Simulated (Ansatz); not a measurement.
Runs of Ansatz 0.2.0 on TePt. It takes space group R-3m (No. 166, trigonal). The conventional cell has a = 3.963 Å, b = 3.963 Å, c = 19.983 Å, α = 90.00°, β = 90.00°, γ = 120.00°. Around Pt (site symmetry 3m) lie 3 Te at 2.59 Å and 3 Pt at 2.72 Å. Te (site symmetry 3m) has 3 Pt at 2.59 Å as nearest neighbours. 

| task | level | U | cell | points for each segment of the path | hubbard projectors | double counting | gap on the mesh (eV) | pressure (GPa) | relaxed volume (Å³/atom) | largest force (eV/Å) |
| --- | --- | --- | --- | --- | --- | --- | --- | --- | --- | --- |
| band structure | PBEsol+U | Pt d U = 5 eV | as given | 14 | ortho-atomic (the default) | fll (the default) | none | -0.2 | - | 0.15 |
| relaxation of cell and atoms | PBEsol+D4 | - | relaxed | - | - | - | none | 0.0 | 21.68 | - |
| band structure | PBEsol+U | Pt d U = 1 eV | as given | 14 | ortho-atomic (the default) | fll (the default) | none | -0.4 | - | 0.19 |
| relaxation of cell and atoms | PBEsol | - | relaxed | - | - | - | none | 0.0 | 22.43 | - |
| band structure | PBEsol+U | Pt d U = 3 eV | as given | 14 | ortho-atomic (the default) | fll (the default) | none | -0.4 | - | 0.17 |
| relaxation of cell and atoms | PBEsol+D3(BJ) | - | relaxed | - | - | - | none | 0.0 | (b) | - |
| band structure | PBEsol+U | Pt d U = 8 eV | as given | 14 | ortho-atomic (the default) | fll (the default) | none | (a) | - | 0.22 |
| band structure | PBEsol+U | Pt d U = 2 eV | as given | 14 | ortho-atomic (the default) | fll (the default) | none | -0.4 | - | 0.18 |
| band structure | PBEsol+U | Pt d U = 6 eV | as given | 14 | ortho-atomic (the default) | fll (the default) | none | (c) | - | 0.17 |
| band structure | PBEsol | - | as given | 14 | - | - | none | -0.3 | - | 0.19 |
| relaxation of cell and atoms | PBEsol+D3(BJ)-ATM | - | relaxed | - | - | - | none | 0.0 | 21.44 | - |
| band structure | PBEsol+U | Pt d U = 4 eV | as given | 14 | ortho-atomic (the default) | fll (the default) | none | -0.3 | - | 0.15 |

Alike in all rows: potentials or basis Ansatz PAW; no spin polarisation; k mesh 8 × 8 × 8; cutoff (eV) 420; smearing fermi-dirac 0.05 eV.

Problem. Fill in the values left out.

Solution. (a) 0.3; (b) 21.26; (c) -0.1.

Caveats: the PAW data sets come from PBE, with cores solved anew for the run's functional, which leaves a small shift of forces and pressure; spin-orbit coupling is left out, which moves the levels of the heavy elements (some runs); U without spin polarisation on a metal has little footing (some runs); the U is typed as a test and isn't derived for this compound (some runs); the plane-wave basis is chosen anew once the cell has moved, so the energies of steps on either side of that aren't comparable (some runs); pairwise dispersion overbinds metals, which lowers pressure and volume (some runs).

A k mesh can miss the band edges, and the runs leave out spin-orbit coupling on Pt, Te.

A gap of «none» marks a metal or a gap under the smearing width.
